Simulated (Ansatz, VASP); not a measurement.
**Y: VASP beside Ansatz**

INCAR

```
SYSTEM = Y
PREC = Accurate
ENCUT = 600
EDIFF = 1E-7
ISMEAR = 0
SIGMA = 0.1
LREAL = .False.
LASPH = .True.
NELM = 60
ALGO = Normal
ISIF = 3
LWAVE = .False.
LCHARG = .False.
GGA = PE
IBRION = 2
NSW = 90
EDIFFG = -0.04
```

File KPOINTS:

```
Automatic mesh
0
Gamma
  4 4 4
  0 0 0
```

Contents of POSCAR:

```
Y
1.0
    2.0298146149     -6.4389889595      0.0000000000
    2.0298146149      6.4389889595      0.0000000000
    0.0000000000      0.0000000000      5.3719565034
Y
4
Direct
    0.0980000000      0.9020000000      0.9100000000
    0.5980000000      0.4020000000      0.5900000000
    0.9020000000      0.0980000000      0.0900000000
    0.4020000000      0.5980000000      0.4100000000
```

Input for Ansatz:

```yaml
crystal:
  lattice:
    - [2.0298146149, -6.4389889595, 0.0]
    - [2.0298146149, 6.4389889595, 0.0]
    - [0.0, 0.0, 5.3719565034]
  atoms:
    - { symbol: "Y", position: [0.098, 0.902, 0.91] }
    - { symbol: "Y", position: [0.598, 0.402, 0.59] }
    - { symbol: "Y", position: [0.902, 0.098, 0.09] }
    - { symbol: "Y", position: [0.402, 0.598, 0.41] }
basis:
  ecutwfc: 420
kpoints:
  mp_grid: { grid: [4, 4, 4] }
hamiltonian:
  xc: pbe
scf:
  occupations: { method: gaussian, width: 0.1 }
  lower_state_search: "off"
output:
  forces: true
  stress: true
  eigenvalues: true
relax:
  adjacent_minimum: "off"
  f_tol: 0.04
  max_steps: 70
  cell: { stress_tol: 0.4 }
```

Alike in both runs: task relaxation of cell and atoms; functional PBE; k mesh 4 × 4 × 4; occupations gaussian, width 0.1 eV; no spin polarisation.

|  | VASP | Ansatz |
| --- | --- | --- |
| version | VASP 6.6.1 | Ansatz 0.2.0 |
| potentials or method | VASP PAW PBE potentials, release 64 (Y_sv) | scalar-relativistic, plane waves, PAW |
| plane-wave cutoff (eV) | 600 | 420 |
| valence electrons in the cell | 44 | 44 |

```csv
,VASP,Ansatz,Ansatz less VASP
"gap on the k mesh at the Fermi level, each at its own relaxed structure (eV)",none,none,-
relaxed volume (Å³/atom),33.61,33.62,+0.010
relaxed cell length with the largest relative difference (Å),5.799,5.794,-0.0051
energy change over the relaxation (meV/atom),-1407,-1402,+5.9
```

A gap of «none» marks a metal or a gap that the smearing closes.

Caveats: the k mesh is coarse (spacing up to 0.41 Å⁻¹), so the values aren't converged.
